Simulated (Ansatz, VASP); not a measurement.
# One calculation of Li2O, two programs

```xyz
3
Lattice="0.0000 2.2623 2.2623 2.2623 0.0000 2.2623 2.2623 2.2623 0.0000" Properties=species:S:1:pos:R:3 pbc="T T T"
Li    1.1312    1.1312    1.1312
Li    3.3935    3.3935    3.3935
O     0.0000    0.0000    0.0000
```

Alike in both runs: functional PBE; dispersion D3(BJ); k mesh 8 × 8 × 8; occupations gaussian, width 0.02 eV; no spin polarisation.

Ansatz relaxed the structure, and its values are those at the end. VASP's run is a single point on that final structure, the one shown.

|  | VASP | Ansatz |
| --- | --- | --- |
| version | VASP 6.6.1 | Ansatz 0.2.0 |
| potentials or method | VASP PAW PBE potentials, release 64 (Li_sv, O) | scalar-relativistic, plane waves, PAW |
| plane-wave cutoff (eV) | 520 | 420 |
| valence electrons in the cell | 12 | 12 |

```csv
,VASP,Ansatz,Ansatz less VASP
gap on the k mesh at the Fermi level (eV),5.09,5.11,+0.021
least direct gap on the mesh (eV),5.75,5.74,-0.012
```

With one functional, cell and mesh, what is left measures potentials, basis and numerics.

 A k mesh can miss the band edges.
